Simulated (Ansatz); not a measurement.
Rutile GeO2 was calculated with revPBE (Ansatz, a first-principles code, plane waves, PAW).

Numerical settings: plane-wave cutoff 520 eV, 8×8×12 k mesh (along the axes of the cell as run), Fermi–Dirac smearing 0.01 eV, scalar-relativistic PAW data made under PBE.

Equation-of-state points:

| V (Å³/atom) | E − E_lowest (meV/atom) | P (GPa) |
|---|---|---|
| 9.535 | 9.72 | 8.26 |
| 9.733 | 2.30 | 3.82 |
| 9.932 | 0.00 | -0.01 |
| 10.131 | 2.08 | -3.25 |
| 10.329 | 7.83 | -5.94 |

**Question.** What bulk modulus B0 and pressure derivative B′ does a third-order Birch–Murnaghan fit give?

**Answer.** V0 = 9.932 Å³/atom, B0 = 176 GPa, B′ = 7.2 (fit to the energies at full precision).

Shape and atoms are relaxed at each volume.

Measured, for comparison: bulk modulus 251 GPa (room temperature, not corrected to a static lattice, from measured elastic constants; as tabulated in Sevik and Bulutay (2007), arXiv:cond-mat/0610176). Computed (rounded) less measured: bulk modulus -30 %.

Note: the bulk modulus comes from volumes at which shape and atoms were relaxed.

Computed values are for the static lattice.
